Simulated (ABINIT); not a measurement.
Crystal: CuO.

```
Cu O
1.0
     4.16094    0.00000    0.00000
     0.00000    4.16094    0.00000
     0.00000    0.00000    3.88764
Cu O
3 3
Direct
  0.50000 0.00000 0.50000
  0.00000 0.50000 0.50000
  0.00000 0.00000 0.00000
  0.00000 0.00000 0.50000
  0.50000 0.00000 0.00000
  0.00000 0.50000 0.00000
```

Measurements of this composition are mostly on another form, of space group No. 15.

```yaml
Program: ABINIT 10.8.3 (patched build)
Task: single point
Functional: PBE
Potentials_or_basis: JTH PAW PBE v2.0
Cutoff: 707 eV
k_mesh: 7 × 7 × 7
Occupations: fermi-dirac, width 0.05 eV
Spin: no spin polarisation
```

On this cell: pressure 1.6 GPa; largest force under 0.003 eV/Å; band gap on the k mesh none (metal or under the smearing width).

The same run follows on a disturbed copy (atoms moved at random, drawn with an rms of 0.05 Å):

```
Cu O
1.0
     4.16094    0.00000    0.00000
     0.00000    4.16094    0.00000
     0.00000    0.00000    3.88764
Cu O
3 3
Direct
  0.50463 0.00547 0.48906
  0.99872 0.49951 0.49366
  0.01083 0.99558 0.00008
  0.00346 0.99483 0.50227
  0.50448 0.99361 0.99928
  0.00002 0.49581 0.00912
```

**Question.** What does the disturbed cell give?

**Answer.** The energy (extrapolated to zero smearing) moves by +6.6 meV/atom; pressure 1.9 GPa; largest force 0.793 eV/Å; band gap on the k mesh none (metal or under the smearing width).

Forces on the atoms (eV/Å):
```
Cu   0.016 -0.025  0.557
Cu  -0.014 -0.140  0.781
Cu  -0.190  0.011  0.007
O    0.034  0.105 -0.120
O    0.104  0.056 -0.456
O    0.050 -0.006 -0.768
```

Stress tensor (GPa, compression positive):
```
1.91 0.00 0.00
0.00 1.91 0.09
0.00 0.09 2.00
```

Caveats: an odd number of electrons without spin polarisation forces a metal; a magnetic or distorted state may lie lower; the run has no spin polarisation, though such a crystal can be magnetic; semilocal functionals often make such compounds metallic where correlation or magnetic order opens a gap, which also shifts bond lengths.
